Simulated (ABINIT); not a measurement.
The system is W.

```
CELL_PARAMETERS angstrom
-1.58234 1.58234 1.58234
1.58234 -1.58234 1.58234
1.58234 1.58234 -1.58234
ATOMIC_POSITIONS crystal
W 0.00000 0.00000 0.00000
```

Base run:

* Program: ABINIT 10.8.3 (patched build)
* Functional: PBE
* Potentials or basis: JTH PAW PBE v2.0
* Cutoff: 435 eV
* k mesh: 10 × 10 × 10
* Occupations: fermi-dirac, width 0.05 eV
* Spin: no spin polarisation

Its results: band gap on the k mesh none (metal or under the smearing width); pressure 5.3 GPa.

Task: The run is repeated on the same cell with these changes: k mesh from 10 × 10 × 10 to 7 × 7 × 7. What comes out?

Result: Band gap on the k mesh none (metal or under the smearing width); pressure 6.2 GPa.

Caveats: some runs use coarse meshes.
